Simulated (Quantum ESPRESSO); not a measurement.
Al2Pt under changes of volume

One of the cells (17.202 Å³/atom); the others are scaled copies at fixed shape and fractional positions:

```xyz
3
Lattice="0.0000 2.9550 2.9550 2.9550 0.0000 2.9550 2.9550 2.9550 0.0000" Properties=species:S:1:pos:R:3 pbc="T T T"
Pt    0.0000    0.0000    0.0000
Al    4.4325    4.4325    4.4325
Al    1.4775    1.4775    1.4775
```

| Item | Value |
| --- | --- |
| Program | Quantum ESPRESSO 7.5 |
| Functional | PBE |
| Potentials or basis | SSSP 1.3 efficiency PBE |
| Cutoff | 748 eV |
| Density cutoff | 5987 eV |
| k mesh | 8 × 8 × 8 |
| Occupations | fermi-dirac, width 0.05 eV |
| Spin | no spin polarisation |

```tsv
volume (Å³/atom)	energy over the lowest point (meV/atom)	pressure (GPa)
16.170	48.01	12.3
16.514	?	?
16.858	10.51	5.3
17.202	2.24	2.4
17.546	0.00	-0.3
17.890	3.18	-2.7
18.234	11.21	-4.8
```

**Question.** What does the run at 16.514 Å³/atom give?

**Answer.** Energy over the lowest point 25.51 meV/atom; pressure 8.6 GPa.

Worked out: A Birch-Murnaghan fit of order 3 (a polynomial in V^(-2/3)) to the other rows has its minimum at 17.51 Å³/atom with B0 = V·E''(V) = 130 GPa and B' = 4.5. It gives 25.51 meV/atom at 16.514 Å³/atom, against the run's 25.51, and -dE/dV = 8.7 GPa, against 8.6.

Energies are extrapolated to zero smearing.
